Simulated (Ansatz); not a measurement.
Wanted: the native input for an Ansatz 0.2.0 run.

```yaml
Task: band structure
Functional: RPBE
Potentials_or_basis: Ansatz PAW
Cutoff: "420 eV (not typed: the program's choice for these potentials)"
k_mesh: 7 × 7 × 4
Occupations: fermi-dirac, width 0.05 eV
Spin: no spin polarisation
Path: "[[\"G\", \"M\", \"K\", \"G\", \"A\", \"L\", \"H\", \"A\"], [\"L\", \"M\"], [\"K\", \"H\"]]"
Points_for_each_segment_of_the_path: 14
```

The system is CdS (Greenockite).

```xyz
4
Lattice="4.1500 0.0000 0.0000 -2.0750 3.5940 0.0000 0.0000 0.0000 6.7370" Properties=species:S:1:pos:R:3 pbc="T T T"
Cd    2.0750    1.1980    3.3685
Cd    0.0000    2.3960    0.0000
S     2.0750    1.1980    5.8949
S     0.0000    2.3960    2.5264
```

These files were run (other wordings do the same):

input.yaml

```yaml
crystal:
  lattice:
    - [4.15, 0.0, 0.0]
    - [-2.075, 3.5940054257, 0.0]
    - [0.0, 0.0, 6.737]
  atoms:
    - { symbol: Cd, position: [0.6666666667, 0.3333333333, 0.5] }
    - { symbol: Cd, position: [0.3333333333, 0.6666666667, 0.0] }
    - { symbol: S, position: [0.6666666667, 0.3333333333, 0.875] }
    - { symbol: S, position: [0.3333333333, 0.6666666667, 0.375] }
hamiltonian:
  xc: rpbe
  pseudopotentials: { kind: paw }
kpoints:
  mp_grid: { grid: [7, 7, 4] }
  band_path:
    path:
      - [[0.0, 0.0, 0.0], [0.5, 0.0, 0.0], [0.3333333333, 0.3333333333, 0.0], [0.0, 0.0, 0.0], [0.0, 0.0, 0.5], [0.5, 0.0, 0.5], [0.3333333333, 0.3333333333, 0.5], [0.0, 0.0, 0.5]]
      - [[0.5, 0.0, 0.5], [0.5, 0.0, 0.0]]
      - [[0.3333333333, 0.3333333333, 0.0], [0.3333333333, 0.3333333333, 0.5]]
    npoints: 14
scf:
  occupations: { method: fermi_dirac, width: 0.05 }
  n_extra_bands: 10
output:
  forces: true
  stress: true
  eigenvalues: true
  fatbands: false
  write_density: true
  write_potential: true
  elf: true
  volumetric_format: npy
```

Potentials or basis: Ansatz PAW.

Launch:

```sh
$ ansatz run input.yaml --threads 2 --pin off --max-ram 5632MiB --backend cpu --events-out ev --progress --plain --runs-dir out
```

It gave:

* Pressure: 4.3 GPa
* Largest force: 0.070 eV/Å
* Band gap on the k mesh: 1.38 eV, direct
* Band gap along the path: 1.38 eV, direct

Caveat: the PAW data sets come from PBE, with cores solved anew for the run's functional, which leaves a small shift of forces and pressure.

Wall time 19 s on 2 threads of Intel(R) Xeon(R) Processor @ 2.50GHz (Skylake/Cascade Lake), with other jobs on the host, peak memory 0.54 GiB.
